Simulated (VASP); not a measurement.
# S (Fm-3m) in VASP: notebook

The runs below take S through single point, with r2SCAN.

Program: VASP 6.6.1. These are calculated values, not measurements. Logs are shortened: lines on timing, memory, paths and dates and some standing lists are left out, and cuts for length are marked.

### Step 1. The crystal as given

Symmetry: Fm-3m, No. 225, cubic system. The conventional cell has a = 3.989 Å, b = 3.989 Å, c = 3.989 Å, α = 90.00°, β = 90.00°, γ = 90.00°. S (site symmetry m-3m) has 12 S at 2.82 Å as nearest neighbours.

This isn't the form of S at room conditions, which is orthorhombic, of S8 rings.

### Step 2. Single point, r2SCAN

Contents of POSCAR:

```
S
1.0
    0.0000000000      1.9943503440      1.9943503440
    1.9943503440      0.0000000000      1.9943503440
    1.9943503440      1.9943503440      0.0000000000
S
1
Direct
    0.0000000000      0.0000000000      0.0000000000
```

Contents of INCAR.step1:

```
SYSTEM = S
  ALGO = Normal
  EDIFF = 1E-4
  ENCUT = 520
  GGA = PE
  ISMEAR = 0
  LASPH = .TRUE.
  LCHARG = .FALSE.
  LREAL = .FALSE.
  LWAVE = .TRUE.
  NBANDS = 9
  NELM = 100
  PREC = Accurate
  SIGMA = 0.15
```

Contents of INCAR.step2:

```
SYSTEM = S
  ALGO = Normal
  EDIFF = 1E-6
  ENCUT = 520
  ISIF = 2
  ISMEAR = 0
  ISTART = 1
  LASPH = .TRUE.
  LCHARG = .FALSE.
  LMIXTAU = .TRUE.
  LREAL = .FALSE.
  LWAVE = .FALSE.
  METAGGA = R2SCAN
  NBANDS = 9
  NELM = 100
  PREC = Accurate
  SIGMA = 0.15
```

Contents of KPOINTS:

```
k-points
0
G
  20 20 20
  0 0 0
```

Potentials or basis: VASP PAW PBE potentials, release 64 (S).

The run is started by

```sh
$ cat potpaw_PBE.64/S/POTCAR > POTCAR
$ cp INCAR.step1 INCAR
$ mpirun -np 1 vasp_std > vasp.out
$ cp INCAR.step2 INCAR
$ mpirun -np 1 vasp_std > vasp.out
```

OUTCAR:

```text
SYSTEM = S
   EDIFF = 1E-6
   ENCUT = 520
   ISIF = 2
   ISMEAR = 0
   ISTART = 1
   LASPH = .TRUE.
   LREAL = .FALSE.
   METAGGA = R2SCAN
   NELM = 100
   PREC = Accurate

 ion  position               nearest neighbor table
   1  0.000  0.000  0.000-

  LATTYP: Found a face centered cubic cell.
 ALAT       =     3.9887006880

  Lattice vectors:

 A1 = (   0.0000000000,   1.9943503440,   1.9943503440)
 A2 = (   1.9943503440,   0.0000000000,   1.9943503440)
 A3 = (   1.9943503440,   1.9943503440,   0.0000000000)

Analysis of symmetry for initial positions (statically):
=====================================================================
 Subroutine PRICEL returns:
 Original cell was already a primitive cell.

 Routine SETGRP: Setting up the symmetry group for a
 face centered cubic supercell.

 Subroutine GETGRP returns: Found 48 space group operations
 (whereof 48 operations were pure point group operations)
 out of a pool of 48 trial point group operations.

The static configuration has the point symmetry O_h .

Analysis of symmetry for dynamics (positions and initial velocities):
=====================================================================
 Subroutine PRICEL returns:
 Original cell was already a primitive cell.

 Routine SETGRP: Setting up the symmetry group for a
 face centered cubic supercell.

 Subroutine GETGRP returns: Found 48 space group operations
 (whereof 48 operations were pure point group operations)
 out of a pool of 48 trial point group operations.

The dynamic configuration has the point symmetry O_h .

 Subroutine INISYM returns: Found 48 space group operations
 (whereof 48 operations are pure point group operations),
 and found     1 'primitive' translations

----------------------------------------------------------------------------------------

                                     Primitive cell

  volume of cell :      15.8648

  direct lattice vectors                    reciprocal lattice vectors
     0.000000000  1.994350344  1.994350344    -0.250708208  0.250708208  0.250708208
     1.994350344  0.000000000  1.994350344     0.250708208 -0.250708208  0.250708208
     1.994350344  1.994350344  0.000000000     0.250708208  0.250708208 -0.250708208

  length of vectors
     2.820437305  2.820437305  2.820437305     0.434239353  0.434239353  0.434239353

  position of ions in fractional coordinates (direct lattice)
     0.000000000  0.000000000  0.000000000

  ion indices of the primitive-cell ions
   primitive index   ion index
                 1           1

----------------------------------------------------------------------------------------

 KPOINTS: k-points

Automatic generation of k-mesh.
 Grid dimensions read from file:
 generate k-points for:   20   20   20

 Generating k-lattice:

  Cartesian coordinates                     Fractional coordinates (reciprocal lattice)
    -0.012535410  0.012535410  0.012535410     0.050000000  0.000000000  0.000000000
     0.012535410 -0.012535410  0.012535410     0.000000000  0.050000000  0.000000000
     0.012535410  0.012535410 -0.012535410     0.000000000  0.000000000  0.050000000

  Length of vectors
     0.021711968  0.021711968  0.021711968

  Shift w.r.t. Gamma in fractional coordinates (k-lattice)
     0.000000000  0.000000000  0.000000000

 Subroutine IBZKPT returns following result:
 ===========================================

 Found    256 irreducible k-points:

 Following reciprocal coordinates:
            Coordinates               Weight
  0.000000  0.000000  0.000000      1.000000
  0.050000  0.000000  0.000000      8.000000
  0.100000  0.000000  0.000000      8.000000
  0.150000  0.000000  0.000000      8.000000
  0.200000  0.000000  0.000000      8.000000
  0.250000  0.000000  0.000000      8.000000
[... 16 lines left out ...]
 -0.400000  0.050000  0.000000     24.000000
 -0.350000  0.050000  0.000000     24.000000
 [... further k-points ...]
   k-points           NKPTS =    256   k-points in BZ     NKDIM =    256   number of bands    NBANDS=      9
   number of dos      NEDOS =    301   number of ions     NIONS =      1
   total plane-waves  NPLWV =  13824
   dimension x,y,z NGX =    24 NGY =   24 NGZ =   24
   dimension x,y,z NGXF=    48 NGYF=   48 NGZF=   48
   ions per type =               1
   NGX,Y,Z   is equivalent  to a cutoff of  14.15, 14.15, 14.15 a.u.
   NGXF,Y,Z  is equivalent  to a cutoff of  28.29, 28.29, 28.29 a.u.
 SYSTEM =  S
   PREC   = accura    normal or accurate (medium, high low for compatibility)
   ISTART =      1    job   : 0-new  1-cont  2-samecut
   ICHARG =      0    charge: 1-file 2-atom 10-const
   ISPIN  =      1    spin polarized calculation?
   LNONCOLLINEAR =      F non collinear calculations
   LSORBIT =      F    spin-orbit coupling
   LASPH  =      T    aspherical Exc in radial PAW
   ENCUT  =  520.0 eV  38.22 Ry    6.18 a.u.   5.24  5.24  5.24*2*pi/ulx,y,z
   NELM   =    100;   NELMIN=  2; NELMDL=  0     # of ELM steps
   EDIFF  = 0.1E-05   stopping-criterion for ELM
   LREAL  =      F    real-space projection
   EDIFFG = 0.1E-04   stopping-criterion for IOM
   NSW    =      0    number of steps for IOM
   IBRION =     -1    ionic relax: 0-MD 1-quasi-New 2-CG
   NFREE  =      0    steps in history (QN), initial steepest desc. (CG)
   ISIF   =      2    stress and relaxation
   ISYM   =      2    0-nonsym 1-usesym 2-fastsym
   POTIM  = 0.5000    time-step for ionic-motion
   TEBEG  =    0.0;   TEEND  =   0.0 temperature during run
   PSTRESS=    0.0 pullay stress
   NELECT =       6.0000    total number of electrons
   NUPDOWN=      -1.0000    fix difference up-down
   EMIN   =  10.00;   EMAX   =-10.00  energy-range for DOS
   EFERMI =   0.00;   METHOD = LEGACY
   ISMEAR =     0;   SIGMA  =   0.15  broadening in eV -4-tet -1-fermi 0-gaus
   EFERMI_NEDOS =   21; number of points for ismear=-14 and -15
   IALGO  =     38    algorithm
   IMIX   =      4    mixing-type and parameters
     AMIX     =   0.40;   BMIX     =  1.00
     AMIX_MAG =   1.60;   BMIX_MAG =  1.00
  volume/ion in A,a.u.               =      15.86       107.06
  Fermi-wavevector in a.u.,A,eV,Ry     =   1.183897  2.237240 19.070080  1.401611
  Thomas-Fermi vector in A             =   2.320122
   LORBIT       =      0    0 simple, 1 ext, 2 COOP (PROOUT), +10 PAW based schemes
   METAGGA = R2SCAN    functional components
   LHFCALC =     F    Hartree Fock is set to
   AEXX    =    0.0000 exact exchange contribution
   IVDW    =     0    specifies the selected vdW correction
   LEPSILON=     F    determine dielectric tensor
   LRPA    =     F    only Hartree local field effects (RPA)
 non-spin polarized calculation
 Gauss-broadening in eV      SIGMA  =   0.15
  energy-cutoff  :      520.00
  volume of cell :       15.86
 maximum number of plane-waves:       444
 NGX is ok and might be reduce to    24
   NGX = 11   NGY = 11   NGZ = 11

 number of electron       5.9999999 magnetization

 Free energy of the ion-electron system (eV)
  ---------------------------------------------------
  ext. energy  EPLUGINS =         0.00000000
  ---------------------------------------------------
  free energy    TOTEN  =        -6.56372774 eV

  energy without entropy =       -6.55481637  energy(sigma->0) =       -6.55927206

 E-fermi :   7.2901     XC(G=0): -11.7973

 val. band max:        7.2844730259   @ k =  -0.3500   0.1500   0.0500
 cond. band min:       7.3036030616   @ k =  -0.3000   0.1500   0.0500
 fundamental gap:      0.0191300357
 Fermi energy:         7.2901053564

 k-point     1 :       0.0000    0.0000    0.0000
  band No.  band energies     occupation
      1     -10.1946      2.00000
      2      10.6522      0.00000
      3      10.6522      0.00000
      4      10.6522      0.00000
      5      19.9802      0.00000
      6      19.9802      0.00000
      7      19.9802      0.00000
      8      22.9985      0.00000
      9      25.5138      0.00000

 k-point     2 :       0.0500    0.0000    0.0000
  band No.  band energies     occupation
      1     -10.1327      2.00000
      2      10.2983      0.00000
      3      10.6037      0.00000
      4      10.6037      0.00000
      5      19.8886      0.00000
      6      20.0919      0.00000
      7      20.0919      0.00000
      8      23.1961      0.00000
      9      25.3210      0.00000

 k-point     3 :       0.1000    0.0000    0.0000
  band No.  band energies     occupation
      1      -9.9477      2.00000
      2       9.3489      0.00000
      3      10.4692      0.00000
      4      10.4692      0.00000
      5      19.6101      0.00000
      6      20.3865      0.00000
      7      20.3865      0.00000
      8      23.7850      0.00000
      9      24.8742      0.00000

 k-point     4 :       0.1500    0.0000    0.0000
  band No.  band energies     occupation
      1      -9.6422      2.00000
      2       8.0278      0.00000
      3      10.2763      0.00000
      4      10.2763      0.00000
      5      19.2095      0.00000
      6      20.7241      0.00000
      7      20.7241      0.00000
      8      24.4739      0.00000
      9      24.6555      0.00000
[... 205 lines left out ...]
 k-point    22 :      -0.4500    0.0500    0.0000
  band No.  band energies     occupation
      1      -5.9839      2.00000
      2      -0.1880      2.00000
      3       8.8908      0.00000
      4       9.2422      0.00000
      5      17.7605      0.00000
      6      19.0502      0.00000
      7      19.3776      0.00000
      8      26.1849      0.00000
      9      29.4610      0.00000

 k-point    23 :      -0.4000    0.0500    0.0000
  band No.  band energies     occupation
      1      -6.4557      2.00000
      2       0.5373      2.00000
      3       8.8772      0.00000
      4       9.3779      0.00000
      5      17.8485      0.00000
      6      19.2838      0.00000
      7      19.4654      0.00000
      8      26.3041      0.00000
      9      28.2969      0.00000

 k-point    24 :      -0.3500    0.0500    0.0000
  band No.  band energies     occupation
      1      -7.1124      2.00000
      2       1.6582      2.00000
      3       8.9237      0.00000
      4       9.5539      0.00000
      5      17.9986      0.00000
      6      19.6469      0.00000
      7      19.6917      0.00000
      8      26.3817      0.00000
      9      26.9471      0.00000

 [... further k-points ...]

------------------------ aborting loop because EDIFF is reached ----------------------------------------

  FORCE on cell =-STRESS in cart. coord.  units (eV):
  Direction    XX          YY          ZZ          XY          YZ          ZX
  --------------------------------------------------------------------------------------
  -------------------------------------------------------------------------------------
  Total        0.0577090      0.0577090      0.0577090      0.0000000     -0.0000000     -0.0000000
  in kB        5.8280036      5.8280036      5.8280036      0.0000000     -0.0000000     -0.0000000
  external PRESSURE =       5.8280036 kB  Pullay stress =       0.0000000 kB

 VOLUME and BASIS-vectors are now :
 -----------------------------------------------------------------------------
  energy-cutoff  :      520.00
  volume of cell :       15.86
      direct lattice vectors                 reciprocal lattice vectors
     0.000000000  1.994350344  1.994350344    -0.250708208  0.250708208  0.250708208
     1.994350344  0.000000000  1.994350344     0.250708208 -0.250708208  0.250708208
     1.994350344  1.994350344  0.000000000     0.250708208  0.250708208 -0.250708208

 POSITION                                       TOTAL-FORCE (eV/Angst)
 -----------------------------------------------------------------------------------
      0.00000      0.00000      0.00000         0.000000      0.000000      0.000000
 -----------------------------------------------------------------------------------
    total drift:                                0.000000     -0.000000     -0.000000

  FREE ENERGIE OF THE ION-ELECTRON SYSTEM (eV)
  ---------------------------------------------------
  free  energy   TOTEN  =        -6.5637277415 eV

  energy  without entropy=       -6.5548163721  energy(sigma->0) =       -6.55927206
```

Wall time 89 s (1 thread of Intel Xeon Platinum 8488C (Sapphire Rapids), shared host); peak memory 0.15 GiB.

What came out:

* Free energy: -6.5637 eV
* Pressure: 0.6 GPa
* Band gap on the k mesh: none (metal or under the smearing width)

Caveat: the PAW data sets were made with another functional, which shifts forces and pressure a little.

### Step 3. Single point, r2SCAN

POSCAR is that of step 2.

Contents of INCAR.step1:

```
SYSTEM = S
ALGO     = Normal         ! electronic algorithm
EDIFF    = 1E-4           ! SCF threshold, eV
ENCUT    = 520            ! plane-wave cutoff, eV
GGA      = PE             ! functional
ISMEAR   = 0              ! smearing method
LASPH    = .TRUE.         ! aspherical terms in the spheres
LCHARG   = .FALSE.        ! write CHGCAR
LREAL    = .FALSE.        ! projectors in reciprocal space
LWAVE    = .TRUE.         ! write WAVECAR
NBANDS   = 9              ! bands
NELM     = 100            ! most SCF steps
PREC     = Accurate       ! precision mode
SIGMA    = 0.15           ! smearing width, eV
```

Contents of INCAR.step2:

```
SYSTEM = S
ALGO     = Normal         ! electronic algorithm
EDIFF    = 1E-7           ! SCF threshold, eV
ENCUT    = 520            ! plane-wave cutoff, eV
ISIF     = 2              ! what is computed and relaxed
ISMEAR   = 0              ! smearing method
ISTART   = 1            
LASPH    = .TRUE.         ! aspherical terms in the spheres
LCHARG   = .FALSE.        ! write CHGCAR
LMIXTAU  = .TRUE.       
LREAL    = .FALSE.        ! projectors in reciprocal space
LWAVE    = .FALSE.        ! write WAVECAR
METAGGA  = R2SCAN         ! meta-GGA
NBANDS   = 9              ! bands
NELM     = 100            ! most SCF steps
PREC     = Accurate       ! precision mode
SIGMA    = 0.15           ! smearing width, eV
```

Contents of KPOINTS:

```
k-points
0
G
  22 22 22
  0 0 0
```

Potentials or basis: VASP PAW PBE potentials, release 64 (S).

The run is started by

```sh
$ cat potpaw_PBE.64/S/POTCAR > POTCAR
$ cp INCAR.step1 INCAR
$ mpirun -np 1 vasp_std > vasp.out
$ cp INCAR.step2 INCAR
$ mpirun -np 1 vasp_std > vasp.out
```

Run time: 1.9 min. Hardware: 1 thread of Intel Xeon Platinum 8488C (Sapphire Rapids), shared host; peak memory 0.16 GiB.

Results (log left out):

```yaml
Free_energy: -6.5646 eV
Pressure: 0.6 GPa
Band_gap_on_the_k_mesh: none (metal or under the smearing width)
```

Levels at points of the mesh, in eV from the Fermi level:
```tsv
k point	band 1	band 2	band 3	band 4	band 5	band 6	band 7
(0.00, 0.00, 0.00)	-17.51	3.34	3.34	3.34	12.67	12.67	12.67
(0.50, 0.00, 0.00)	-13.24	-7.71	1.95	1.95	10.17	11.90	11.90
(0.50, 0.50, 0.00)	-11.50	-6.71	-0.92	-0.92	5.94	6.34	22.88
```

Caveat: the PAW data sets were made with another functional, which shifts forces and pressure a little.
